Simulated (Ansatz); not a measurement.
# Nudged elastic band run: Si₈O₁₅

The input (input.yaml):

```yaml
crystal:
  lattice:
    - [-4.1337, -4.1337, 0.0]
    - [4.1337, -4.1337, 0.0]
    - [0.0, 0.0, 5.3034]
  atoms:
    - { symbol: Si, position: [0.49918219, 0.49444411, 0.00965352] }
    - { symbol: Si, position: [-0.00081754, 0.49899585, 0.25083355] }
    - { symbol: O, position: [0.19425373, 0.49744702, 0.00279498] }
    - { symbol: O, position: [-0.00079579, 0.19448883, 0.25084237] }
    - { symbol: O, position: [0.80410919, 0.49745997, 0.00280431] }
    - { symbol: O, position: [-0.0008027, 0.80457454, 0.25083224] }
    - { symbol: Si, position: [0.4991778, 0.49438413, 0.49194479] }
    - { symbol: Si, position: [-0.00081447, 0.49751791, 0.75082933] }
    - { symbol: O, position: [0.19425781, 0.49744692, 0.49885795] }
    - { symbol: O, position: [-0.00079884, 0.19432836, 0.75084365] }
    - { symbol: O, position: [0.80411813, 0.49746674, 0.49886879] }
    - { symbol: O, position: [-0.00079965, 0.80425165, 0.75083999] }
    - { symbol: Si, position: [-0.00080205, 0.00041009, 0.00161036] }
    - { symbol: Si, position: [0.49919786, 0.00673108, 0.2508441] }
    - { symbol: O, position: [0.69426379, 0.00545071, 0.00251718] }
    - { symbol: O, position: [0.49917383, 0.70009869, 0.25082686] }
    - { symbol: O, position: [0.30413517, 0.005457, 0.00251328] }
    - { symbol: Si, position: [-0.0008023, 0.00040582, 0.50007384] }
    - { symbol: Si, position: [0.49919252, -0.00117068, 0.75083599] }
    - { symbol: O, position: [0.69426462, 0.00544876, 0.49917096] }
    - { symbol: O, position: [0.49919215, 0.69408974, 0.75082756] }
    - { symbol: O, position: [0.30413151, 0.00543236, 0.49917238] }
    - { symbol: O, position: [0.49918144, 0.3030223, 0.75083503] }
basis:
  ecutwfc: 500.0
kpoints:
  mp_grid: { grid: [2, 2, 2] }
hamiltonian:
  xc: r2scan
  pseudopotentials: { kind: paw, azcp: { folder: soft_1 } }
scf:
  occupations: { method: fermi_dirac, width: 0.05 }
  lower_state_search: "off"
neb:
  images: 3
  f_tol: 0.05
  initial_path: linear
  max_iterations: 80
  final_atoms:
    - { symbol: Si, position: [0.5, 0.50581554, 0.00883657] }
    - { symbol: Si, position: [0.0, 0.50117231, 0.25] }
    - { symbol: O, position: [0.19508495, 0.50265159, 0.00198132] }
    - { symbol: O, position: [0.0, 0.19555503, 0.25] }
    - { symbol: O, position: [0.80491505, 0.50265159, 0.00198132] }
    - { symbol: O, position: [0.0, 0.80564925, 0.25] }
    - { symbol: Si, position: [0.5, 0.50581554, 0.49116343] }
    - { symbol: Si, position: [0.0, 0.50261506, 0.75] }
    - { symbol: O, position: [0.19508495, 0.50265159, 0.49801868] }
    - { symbol: O, position: [0.0, 0.19585465, 0.75] }
    - { symbol: O, position: [0.80491505, 0.50265159, 0.49801868] }
    - { symbol: O, position: [0.0, 0.8057946, 0.75] }
    - { symbol: Si, position: [0.0, -0.00026149, 0.0007636] }
    - { symbol: Si, position: [0.5, -0.00568608, 0.25] }
    - { symbol: O, position: [0.6950722, -0.00530203, 0.00166847] }
    - { symbol: O, position: [0.5, 0.29980446, 0.25] }
    - { symbol: O, position: [0.3049278, -0.00530203, 0.00166847] }
    - { symbol: Si, position: [0.0, -0.00026149, 0.4992364] }
    - { symbol: Si, position: [0.5, 0.00125972, 0.75] }
    - { symbol: O, position: [0.6950722, -0.00530203, 0.49833153] }
    - { symbol: O, position: [0.5, 0.69708212, 0.75] }
    - { symbol: O, position: [0.3049278, -0.00530203, 0.49833153] }
    - { symbol: O, position: [0.5, 0.30609252, 0.75] }
  order_check: true
```

Command:

```bash
$ ansatz run input.yaml --threads 2 --pin off --max-ram 5120MiB --backend cpu --events-out ev --progress --plain --runs-dir out
```

Output, in part (warnings, iteration lines):

```
NEB end point (image 0): max|allowed force component| = 2.414e-2 eV/Å (the criterion of neb.relax_end_points is 1.000e-2)
NEB end point (image 4): max|allowed force component| = 9.561e-3 eV/Å (the criterion of neb.relax_end_points is 1.000e-2)
NEB iter   1: max|band force component| = 3.206e1 eV/Å  barrier→ = 12.4426 eV  barrier← = 12.4426 eV  Δτ_max = 0.1257 Å  (46 SCF iters)
NEB iter   2: max|band force component| = 1.306e1 eV/Å  barrier→ = 7.7995 eV  barrier← = 7.7996 eV  Δτ_max = 0.1268 Å  (22 SCF iters)
NEB iter   3: max|band force component| = 3.099e0 eV/Å  barrier→ = 6.5262 eV  barrier← = 6.5262 eV  Δτ_max = 0.0245 Å  (24 SCF iters)
NEB iter   4: max|band force component| = 2.850e-1 eV/Å  barrier→ = 6.4120 eV  barrier← = 6.4121 eV  CI = image 2  Δτ_max = 0.0092 Å  (20 SCF iters)
NEB iter   5: max|band force component| = 1.393e-1 eV/Å  barrier→ = 6.4037 eV  barrier← = 6.4038 eV  CI = image 2  Δτ_max = 0.0057 Å  (20 SCF iters)
NEB iter   6: max|band force component| = 4.955e-2 eV/Å  barrier→ = 6.4018 eV  barrier← = 6.4019 eV  CI = image 2  CI's point: of higher order  Δτ_max = 0.1000 Å  (188 SCF iters)
NEB iter   7: max|band force component| = 9.587e-1 eV/Å  barrier→ = 6.3884 eV  barrier← = 6.3885 eV  CI = image 2  Δτ_max = 0.0365 Å  (22 SCF iters)
NEB iter   8: max|band force component| = 5.306e-1 eV/Å  barrier→ = 6.3891 eV  barrier← = 6.3892 eV  CI = image 2  Δτ_max = 0.0323 Å  (20 SCF iters)
[... lines left out ...]
NEB iter  34: max|band force component| = 5.426e-2 eV/Å  barrier→ = 6.2809 eV  barrier← = 6.2810 eV  CI = image 2  Δτ_max = 0.0013 Å  (5 SCF iters)
NEB iter  35: max|band force component| = 5.911e-2 eV/Å  barrier→ = 6.2809 eV  barrier← = 6.2810 eV  CI = image 2  Δτ_max = 0.0013 Å  (12 SCF iters)
NEB iter  36: max|band force component| = 6.098e-2 eV/Å  barrier→ = 6.2809 eV  barrier← = 6.2810 eV  CI = image 2  Δτ_max = 0.0026 Å  (11 SCF iters)
```

It converged. The band force fell under the threshold earlier too, but the program's further tests of the path sent the band on. Neighbouring images differ by up to 4.7 eV, so the band resolves the path poorly. By the program's own check the climbing image is of a kind that is not told: the force calls were inconclusive, a negative curvature could not be distinguished from the path's own, the only one lies far off the path, or fixed occupations may fill a level only in part (lowest curvatures found: -36.37 and 2.36 eV/Å²). Limits of this set-up: coarse k mesh, no spin, though dangling bonds at a vacancy may carry it, a small cell, in which the defect meets its images.

Final band:

```tsv
image	path coordinate (Å)	energy (eV)
0	0.00	0.00
1	0.59	2.02
2	1.19	6.28
3	2.01	1.53
4	2.83	0.00
```

Time of the run: 46 min on 2 threads of Arm Neoverse V1, on a shared host, peak memory 1.4 GiB.
